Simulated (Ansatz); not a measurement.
# In (Im-3m) in Ansatz: a series of runs

One crystal, In, is run at these levels: HSE06, HSE03, HSEsol; tasks: band structure.

All numbers are computed with Ansatz 0.2.0; they aren't measurements. Logs are shortened: lines on timing, memory, paths and dates and some standing lists are left out, and cuts for length are marked.

### Step 1. Starting point

Symmetry: Im-3m, No. 229, cubic system. The conventional cell has a = 3.765 Å, b = 3.765 Å, c = 3.765 Å, α = 90.00°, β = 90.00°, γ = 90.00°. In (site symmetry m-3m) is surrounded by 8 In at 3.26 Å.

This isn't the form of In at room conditions, which is tetragonal.

### Step 2. Band structure, HSE06

Input file input:

```
crystal:
  lattice:
    - [-1.88252524, 1.88252524, 1.88252524]
    - [1.88252524, -1.88252524, 1.88252524]
    - [1.88252524, 1.88252524, -1.88252524]
  atoms:
    - { symbol: In, position: [0.0, 0.0, 0.0] }
hamiltonian:
  xc: hse06
  pseudopotentials: { kind: paw }
kpoints:
  mp_grid: { grid: [5, 5, 5] }
  band_path:
    path:
      - [[0.0, 0.0, 0.0], [0.5, -0.5, 0.5], [0.0, 0.0, 0.5], [0.0, 0.0, 0.0], [0.25, 0.25, 0.25], [0.5, -0.5, 0.5]]
      - [[0.25, 0.25, 0.25], [0.0, 0.0, 0.5]]
    npoints: 4
scf:
  occupations: { method: fermi_dirac, width: 0.05 }
  n_extra_bands: 6
output:
  forces: true
  stress: true
  eigenvalues: true
  fatbands: false
  write_density: true
  write_potential: true
  elf: true
  volumetric_format: npy
```

Potentials or basis: Ansatz PAW.

Standard output:

```text
Warning: output.stress: scf.convergence.dr2_threshold = 1e-7 eV (the SCF's general default) is looser than the 1e-10 eV advised for a printed stress (1e-10 eV for each atom of the cell: 1). What an SCF threshold leaves in a stress goes as its square root, and in the free energy as the threshold itself, and one threshold admits the most on a small cell: of the crystals measured, under no hybrid functional and no lock of the moments, on runs that ended without the residual-converged pass, on stresses that held no estimate of that error, the worst erred by over 100 MPa in a component at 1e-7 eV an atom and by under 5 at 1e-10. Set scf.convergence.dr2_threshold to 1e-10 eV or tighter. The threshold is an SCF's pass mark: one that does not reach it within its budget of iterations ends unconverged, or closes short of it on a stop that the run arms, and scf.convergence.dr2_threshold's page says what that costs each kind of run
Warning: output.stress: scf.exx.energy_threshold = 1e-6 eV is looser than the 1e-8 eV advised for a stress under a hybrid functional (1e-8 eV for each atom of the cell: 1). Every SCF of the exchange loop can meet its threshold on dr2 while the loop round them stops early: no threshold on dr2 bounds what that leaves in the stress. Set scf.exx.energy_threshold to 1e-8 eV or tighter. The threshold is the loop's pass mark: a loop that does not reach it within its budget of cycles ends unconverged, and scf.exx.energy_threshold's page has the law
scf.n_extra_bands = 6 over 7 filled bands (N_el = 13.0): the run solves 13 bands
GPUs: using 1 of 1 available (devices: 1).
Engine: ansatz 0.2.0, x86_64-unknown-linux-gnu
Pseudopotentials: kind: paw
Pseudopotential: In, paw, valence charge 13, recommended cutoff 420 eV (normal), In.paw.azcp
Functional definition: HSE06
  parameter a = 0.25
  parameter omega = 0.11/bohr
  exchange = pbe_x - a*pbe_x_sr(omega) + a*exact_x_sr(omega)
  correlation = pbe_c
device memory: the entry about to start is reckoned to put 0.4 GiB on a device that reports 54.8 GiB free (of which the cap on the GPU budget leaves the run 18.0 GiB)
GPU FFT provider: cuFFT
GPU libraries: cuBLAS 13.8.2, cuFFT 12.4.0, cuSOLVER 12.3.4
Crystal: 1 atoms, lattice volume = 26.686 Å³
Basis set: ecut = 420 eV, 531 PW (Γ), exchange–correlation on 48×48×48 points (8 copies of the dense FFT grid, shifted against one another)
Bands: 13, of which v1, the nominal top of the filled ones, is band 7 counted from 1 (6 counted from 0)
Symmetry: 48 space group operations
Space group: Im-3m (ITA 229), of the structure as read, at distance tolerance 3.0e-5 Å
k-points: 10 of 125
Non-local potential: In, projectors of the file, l = 0: 2, l = 1: 2, l = 2: 2, l = 3: 2
PAW form: soft (Blöchl's): semilocal exchange-correlation on the pseudo side does not see the compensation charge
PAW frozen core: In, regenerated for the run's functional, and the local potential with it (the file was generated under x = pbe(κ = 0.804, μ = 0.2195149727645171), c = pbe(β = 0.06672455060314922))
PAW one-centre angular grid: In, 590 points (default); XC on 64 Gauss nodes
Initial density: superposition of atomic densities (neutral atoms: chi_scale 0, normalization atom), corrected by the library's trained network
Initial wavefunctions: pseudopotential atomic-orbital guess
GPU buffer pool allocated for 13824 grid points (all kernels)
GPU transforms: local potential and band sums: pruned to the plane-wave sphere, on 24×24×24
Functional: x = pbe(κ = 0.804, μ = 0.2195149727645171), c = pbe(β = 0.06672455060314922), warm-up for x = pbe(κ = 0.804, μ = 0.2195149727645171) + 0.25 (exact − pbe) at short range (hse, ω = 0.20786987370883472 Å⁻¹), c = pbe(β = 0.06672455060314922); HSE06 as pw.x's `hse` composes it (authors' and Libxc's form: `xc: wpbeh`)
SCF iter   1: F=—  HF=-5597.808113 eV  |F-HF|=—  |Δ(HF+E_count)|=         —  Δρ=2.39e-3  dr2=6.63e-4  ethr=1.77e-3  ⟨swp⟩=10.8  Hψ=688  notcnv=0
preconditioner: auto → none  [insulator: Δε(μ)=0.351 eV  Ē_g=22.317 eV  σ=0.050 eV  W_gap=0.56  n_scr=12 (ndim 8)  ℏωp=25.9 eV  f_vac=0.000  D(μ)=2.22/eV (n_scr^D=18)]
SCF iter   2: F=—  HF=-5597.808351 eV  |F-HF|=—  |Δ(HF+E_count)|=   2.38e-4  Δρ=1.11e-3  dr2=1.47e-4  ethr=5.10e-6  ⟨swp⟩=4.7  Hψ=375  notcnv=0  defer=1
iter 3 solved again at ethr=4.41e-9 eV; its pass at ethr=1.13e-6 eV (dr2=5.74e-7 eV) is discarded
SCF iter   3: F=—  HF=-5597.808372 eV  |F-HF|=—  |Δ(HF+E_count)|=   2.08e-5  Δρ=7.52e-5  dr2=1.23e-6  ethr=4.41e-9  ⟨swp⟩=4.7  Hψ=549  notcnv=0
eigensolver tolerance schedule calibrated: the retry pair's looser diagonalisation under-reported the residual by θ = 0.53 (0.22/decade); ethr = c·dr2/N_el runs at the constant in force after the calibration composes with the one it found (an armed cap, an earlier calibration), c = 2.0e-2
SCF iter   4: F=—  HF=-5597.808372 eV  |F-HF|=—  |Δ(HF+E_count)|=   3.60e-7  Δρ=1.77e-5  dr2=2.50e-8  ethr=1.93e-9  ⟨swp⟩=4.0  Hψ=286  notcnv=0
SCF iter   5: F=—  HF=-5597.808372 eV  |F-HF|=—  |Δ(HF+E_count)|=   1.02e-8  Δρ=5.12e-6  dr2=3.63e-9  ethr=3.93e-11  ⟨swp⟩=4.0  Hψ=302  notcnv=0
SCF iter   6: F=-5597.808372 eV  HF=-5597.808372 eV  |F-HF|=9.82e-11  |Δ(HF+E_count)|=   1.13e-9  Δρ=1.06e-6  dr2=1.51e-10  ethr=5.71e-12  ⟨swp⟩=3.2  Hψ=264  notcnv=0
SCF 1 converged in 6 iterations: F = -5597.808372 eV  dr2 = 1.51e-10
device memory: the entry about to start is reckoned to put 1.0 GiB on a device that reports 51.1 GiB free (of which the cap on the GPU budget leaves the run 18.0 GiB)
GPU FFT provider: cuFFT
GPU libraries: cuBLAS 13.8.2, cuFFT 12.4.0, cuSOLVER 12.3.4
Initial density: handed on by an earlier stage of this run
Initial wavefunctions: those handed on with the density
GPU buffer pool allocated for 13824 grid points (all kernels)
GPU transforms: local potential and band sums: pruned to the plane-wave sphere, on 24×24×24
Functional: x = pbe(κ = 0.804, μ = 0.2195149727645171) + 0.25 (exact − pbe) at short range (hse, ω = 0.20786987370883472 Å⁻¹), c = pbe(β = 0.06672455060314922); HSE06 as pw.x's `hse` composes it (authors' and Libxc's form: `xc: wpbeh`)
Exchange kernel: α = 0.2500, screened, ω = 0.2079 Å⁻¹, Wigner–Seitz truncation, v(0) = 1032.5720 eV·Å³, q-mesh 5×5×5, nearest image of the exchange supercell L = 16.30 Å, pair-density grid 15×15×15, without the augmentation charges, whose exchange is taken in its separable form by FFT convolution over the k-point mesh (sized by the pseudopotential files, 18×18×18 at the most), smooth part of the exact exchange by density-matrix convolution in up to 881.1 MiB of GPU memory as planned if the GPU has room (build and FFT work areas not counted)
Frozen-core exchange: fock
iter 1 solved again at ethr=1.05e-5 eV; its pass at ethr=1.00e-1 eV (dr2=6.66e-3 eV) is discarded
SCF iter   1: F=—  HF=-5601.682825 eV  |F-HF|=—  |Δ(HF+E_count)|=         —  Δρ=6.41e-3  dr2=6.65e-3  ethr=1.05e-5  ⟨swp⟩=5.6  Hψ=769  notcnv=0
preconditioner: auto → none  [insulator: Δε(μ)=0.487 eV  Ē_g=24.804 eV  σ=0.050 eV  W_gap=0.64  n_scr=12 (ndim 8)  ℏωp=25.9 eV  f_vac=0.000  D(μ)=2.23/eV (n_scr^D=18)]
SCF iter   2: F=—  HF=-5601.683622 eV  |F-HF|=—  |Δ(HF+E_count)|=   7.96e-4  Δρ=2.43e-3  dr2=8.47e-4  ethr=9.83e-6  ⟨swp⟩=4.2  Hψ=405  notcnv=0
SCF iter   3: F=—  HF=-5601.683781 eV  |F-HF|=—  |Δ(HF+E_count)|=   1.60e-4  Δρ=3.83e-4  dr2=3.90e-5  ethr=1.30e-6  ⟨swp⟩=3.7  Hψ=275  notcnv=0
SCF iter   4: F=—  HF=-5601.683784 eV  |F-HF|=—  |Δ(HF+E_count)|=   2.76e-6  Δρ=2.16e-4  dr2=9.15e-6  ethr=6.08e-8  ⟨swp⟩=4.2  Hψ=329  notcnv=0
SCF iter   5: F=-5601.683779 eV  HF=-5601.683779 eV  |F-HF|=6.42e-8  |Δ(HF+E_count)|=   4.83e-6  Δρ=1.40e-5  dr2=8.20e-8  ethr=1.43e-8  ⟨swp⟩=4.1  Hψ=344  notcnv=0
SCF 2 converged in 5 iterations: F = -5601.683779 eV  dr2 = 8.20e-8
hybrid outer 1: dexx = +3.120e-3 eV, tail = 3.77e-6 eV
GPU FFT provider: cuFFT
GPU libraries: cuBLAS 13.8.2, cuFFT 12.4.0, cuSOLVER 12.3.4
GPU buffer pool allocated for 13824 grid points (all kernels)
GPU transforms: local potential and band sums: pruned to the plane-wave sphere, on 24×24×24
Exchange kernel: α = 0.2500, screened, ω = 0.2079 Å⁻¹, Wigner–Seitz truncation, v(0) = 1032.5720 eV·Å³, q-mesh 5×5×5, nearest image of the exchange supercell L = 16.30 Å, pair-density grid 15×15×15, without the augmentation charges, whose exchange is taken in its separable form by FFT convolution over the k-point mesh (sized by the pseudopotential files, 18×18×18 at the most), smooth part of the exact exchange by density-matrix convolution in up to 881.1 MiB of GPU memory as planned if the GPU has room (build and FFT work areas not counted)
Frozen-core exchange: fock
SCF iter   1: F=—  HF=-5601.683679 eV  |F-HF|=—  |Δ(HF+E_count)|=         —  Δρ=5.49e-5  dr2=3.81e-7  ethr=1.45e-7  ⟨swp⟩=4.0  Hψ=337  notcnv=0
preconditioner: auto → none  [insulator: Δε(μ)=0.502 eV  Ē_g=24.726 eV  σ=0.050 eV  W_gap=0.61  n_scr=12 (ndim 8)  ℏωp=25.9 eV  f_vac=0.000  D(μ)=2.15/eV (n_scr^D=18)]
SCF iter   2: F=—  HF=-5601.683679 eV  |F-HF|=—  |Δ(HF+E_count)|=   1.45e-7  Δρ=1.81e-5  dr2=5.49e-8  ethr=5.84e-10  ⟨swp⟩=4.5  Hψ=334  notcnv=0
SCF iter   3: F=-5601.683679 eV  HF=-5601.683679 eV  |F-HF|=3.62e-10  |Δ(HF+E_count)|=   2.96e-9  Δρ=4.18e-6  dr2=2.54e-9  ethr=8.58e-11  ⟨swp⟩=3.3  Hψ=243  notcnv=0  defer=3
SCF 3 converged in 3 iterations: F = -5601.683679 eV  dr2 = 2.54e-9
  Residual-converged pass: ⟨swp⟩=3.0  Hψ=259  notcnv=0  max |occ|·‖R‖ = 2.1e-6 eV (tolerance 2.4e-6 eV)  dr2=2.79e-9  dr2_onsite=7.24e-10  max |Δocc| = 4.9e-12
hybrid outer 2: dexx = +9.020e-8 eV, tail = 7.11e-9 eV, Δε = 1.85e-3 eV (about 8.74e-5 eV left of the loop's levels)
device memory: the entry about to start is reckoned to put 0.3 GiB on a device that reports 40.7 GiB free (of which the cap on the GPU budget leaves the run 18.0 GiB)
NSCF: frozen V_eff on 26 k-points, pencils in batches of 32, up to order 60
hybrid SCF converged: 2 outer / 8 inner (+6 warm-up), last move |dexx| = 9.02e-8 eV, tail = 7.11e-9 eV
Stability not checked: this state was not tested for a lower state beside it, because the functional holds exact exchange (a hybrid, or Hartree-Fock), whose exchange loop this test does not read (fock_operator; see scf.lower_state_search)
Free energy (F): -5601.683679 eV
Frozen-core exchange: fock
Harris-Foulkes:  -5601.683679 eV  (|F-HF|=3.62e-10)
Internal energy: -5601.668168 eV  (E = F + TS)
E sigma→0 (E₀):  -5601.675923 eV
Entropy (-TS):   -0.015511 eV (-15.511 meV/atom)
Fermi energy:    9.896165 eV
--- Per-component energies (eV) ---
  E_band       = -49.787139
  E_kinetic    = 241.285276
  E_local      = -1087.935142  (includes V_loc(G=0)·N_el)
  E_nonlocal   = 366.217859
  E_hartree    = 427.341989
  E_xc         = -171.268367
  E_vxc        = -79.596845  (∫ρ·V_xc dr)
  E_exx        = -31.995272  (= α·E_x^exact, valence–valence)
  E_paw        = -4169.716631  (= ΣΔE_a)
  E_vpaw       = -280.452300  (= ΣTr[D̂ρ^β])
  E_aug_tail   = 0.000027  (compensation charges beyond the density's cutoff)
  E_ewald      = -1176.109129
  E_core_change = 0.511229  (= ΣΔE_core)
  E_smearing   = -0.015511  (= −TS)
  E_closure    = -0.000005  (closes the sum)
  Σ components = -5601.683679   (vs F -5601.683679, Δ=-9.09e-13)
--- Forces (eV/Å), atoms counted from 1 ---
  atom   1  In     0.00000000    -0.00000000     0.00000000
  max |Σ_I F_I| component: 4.21e-30 eV/Å
--- Stress (GPa, compression-positive) ---
       -0.414774       0.000000       0.000000
        0.000000      -0.414774      -0.000000
        0.000000      -0.000000      -0.414774
  P = ⅓ Tr σ = -0.4148 GPa (-4.148 kbar)
--- Band table (eV; the first three rows and the last of 10) ---
  k-point 0: bands = ["-6.8350", "-6.8350", "-6.8350", "-6.5655", "-6.5655", "-0.7107", "21.8651", "21.8651", "21.8651", "23.5889", "23.5889", "23.5889", "25.6637"]
  k-point 1: bands = ["-6.8726", "-6.8120", "-6.6882", "-6.5975", "-6.5677", "0.3303", "15.8686", "19.0976", "19.9603", "21.7506", "21.8665", "24.1106", "26.6770"]
  k-point 2: bands = ["-6.9331", "-6.8546", "-6.5877", "-6.5706", "-6.4407", "3.5250", "8.9398", "16.7579", "18.1235", "20.6953", "20.7986", "26.8993", "27.7162"]
  k-point 9: bands = ["-6.8995", "-6.8670", "-6.4941", "-6.4941", "-6.4760", "7.5592", "11.9677", "11.9677", "12.9293", "15.8235", "18.5699", "29.2922", "31.0468"]
```

Run time: 13 s. Hardware: 1 × NVIDIA H100 80GB HBM3 with 2 threads of AMD EPYC 7R13 (Zen 3), shared host; peak memory 1.4 GiB.

Results:

```
Free energy            : -5601.6837 eV
Pressure               : -0.4 GPa
Band gap on the k mesh : none (metal or under the smearing width)
```

Levels at the corners of the path, in eV from the Fermi level:
| point | band 2 | band 3 | band 4 | band 5 | band 6 | band 7 | band 8 | band 9 | band 10 | band 11 |
| --- | --- | --- | --- | --- | --- | --- | --- | --- | --- | --- |
| Γ | -16.73 | -16.73 | -16.46 | -16.46 | -10.61 | 11.97 | 11.97 | 11.97 | 13.69 | 13.69 |
| H | -16.83 | -16.33 | -16.33 | -16.33 | 1.32 | 1.46 | 1.46 | 1.46 | 5.58 | 5.58 |
| N | -16.77 | -16.48 | -16.47 | -16.29 | -4.32 | -3.50 | 6.54 | 7.98 | 10.65 | 10.79 |
| Γ | -16.73 | -16.73 | -16.46 | -16.46 | -10.61 | 11.97 | 11.97 | 11.97 | 13.69 | 13.69 |
| P | -16.64 | -16.64 | -16.46 | -16.46 | -2.37 | 0.19 | 0.19 | 0.19 | 20.73 | 20.73 |
| H | -16.83 | -16.33 | -16.33 | -16.33 | 1.32 | 1.46 | 1.46 | 1.46 | 5.58 | 5.58 |
| P | -16.64 | -16.64 | -16.46 | -16.46 | -2.37 | 0.19 | 0.19 | 0.19 | 20.73 | 20.73 |
| N | -16.77 | -16.48 | -16.47 | -16.29 | -4.32 | -3.50 | 6.54 | 7.98 | 10.65 | 10.79 |

Caveat: the k mesh is coarse (spacing up to 0.47 Å⁻¹), so the values aren't converged, least of all with exact exchange; spin-orbit coupling is left out, which moves the levels of the heavy elements; the PAW data sets come from PBE, with cores solved anew for the run's functional, which leaves a small shift of forces and pressure; the thresholds are loose for stress.

### Step 3. Band structure, HSE03

Changes to input since step 2:

```diff
@@ -8,3 +8,3 @@
 hamiltonian:
-  xc: hse06
+  xc: { exchange: pbe, correlation: pbe, exx: { coeff: 0.25, omega: 0.3 } }
   pseudopotentials: { kind: paw }
@@ -25,5 +25 @@
   fatbands: false
-  write_density: true
-  write_potential: true
-  elf: true
-  volumetric_format: npy
```

Potentials or basis: Ansatz PAW.

Wall time 16 s (1 × NVIDIA H100 80GB HBM3 with 2 threads of AMD EPYC 7R13 (Zen 3), shared host); peak memory 1.4 GiB.

The run converged. Its results:

| Quantity | Value |
| --- | --- |
| Free energy | -5601.6784 eV |
| Pressure | -0.1 GPa |
| Band gap on the k mesh | none (metal or under the smearing width) |

Levels at the corners of the path, in eV from the Fermi level:
```tsv
point	band 3	band 4	band 5	band 6	band 7	band 8	band 9	band 10
Γ	-16.55	-16.28	-16.28	-10.39	11.80	11.80	11.80	13.56
H	-16.15	-16.15	-16.15	1.27	1.43	1.43	1.43	5.50
N	-16.29	-16.28	-16.11	-4.20	-3.39	6.40	7.85	10.52
Γ	-16.55	-16.28	-16.28	-10.39	11.80	11.80	11.80	13.56
P	-16.45	-16.28	-16.28	-2.34	0.17	0.17	0.17	20.59
H	-16.15	-16.15	-16.15	1.27	1.43	1.43	1.43	5.50
P	-16.45	-16.28	-16.28	-2.34	0.17	0.17	0.17	20.59
N	-16.29	-16.28	-16.11	-4.20	-3.39	6.40	7.85	10.52
```

Caveat: the k mesh is coarse (spacing up to 0.47 Å⁻¹), so the values aren't converged, least of all with exact exchange; spin-orbit coupling is left out, which moves the levels of the heavy elements; the PAW data sets come from PBE, with cores solved anew for the run's functional, which leaves a small shift of forces and pressure; the thresholds are loose for stress.

### Step 4. Band structure, HSEsol

Changes to input since step 3:

```diff
@@ -8,3 +8,6 @@
 hamiltonian:
-  xc: { exchange: pbe, correlation: pbe, exx: { coeff: 0.25, omega: 0.3 } }
+  xc:
+    exchange: hjs_pbesol
+    correlation: pbesol
+    exx: { coeff: 0.25, omega: 0.207 }
   pseudopotentials: { kind: paw }
```

Wall time 14 s (1 × NVIDIA H100 80GB HBM3 with 2 threads of AMD EPYC 7R13 (Zen 3), shared host); peak memory 1.4 GiB.

It converged, with:

* Free energy: -5548.8833 eV
* Pressure: -2.3 GPa
* Band gap on the k mesh: none (metal or under the smearing width)

Levels at the corners of the path, in eV from the Fermi level:
```csv
point,band 4,band 5,band 6,band 7,band 8,band 9
Γ,-16.38,-16.38,-10.61,11.93,11.93,11.93
H,-16.26,-16.26,1.26,1.47,1.47,1.47
N,-16.39,-16.21,-4.34,-3.49,6.53,7.98
Γ,-16.38,-16.38,-10.61,11.93,11.93,11.93
P,-16.39,-16.39,-2.41,0.21,0.21,0.21
H,-16.26,-16.26,1.26,1.47,1.47,1.47
P,-16.39,-16.39,-2.41,0.21,0.21,0.21
N,-16.39,-16.21,-4.34,-3.49,6.53,7.98
```

Caveat: the k mesh is coarse (spacing up to 0.47 Å⁻¹), so the values aren't converged, least of all with exact exchange; spin-orbit coupling is left out, which moves the levels of the heavy elements; the PAW data sets come from PBE, with cores solved anew for the run's functional, which leaves a small shift of forces and pressure; the thresholds are loose for stress.

### Step 5. Overview

| level | gap on the mesh (eV) | pressure (GPa) |
| --- | --- | --- |
| HSE06 | none | -0.4 |
| HSE03 | none | -0.1 |
| HSEsol | none | -2.3 |

Alike in all rows: task band structure; potentials or basis Ansatz PAW; no spin polarisation; cell as given; k mesh 5 × 5 × 5; cutoff (eV) 420; smearing fermi-dirac 0.05 eV; the mesh is coarse, so values aren't converged.

Caveats: all runs use coarse meshes; spin-orbit coupling is left out, which moves the levels of the heavy elements; the PAW data sets come from PBE, with cores solved anew for the run's functional, which leaves a small shift of forces and pressure; the thresholds are loose for stress.

Total energies depend on the potentials used, so only differences within one code and one set of settings carry meaning.
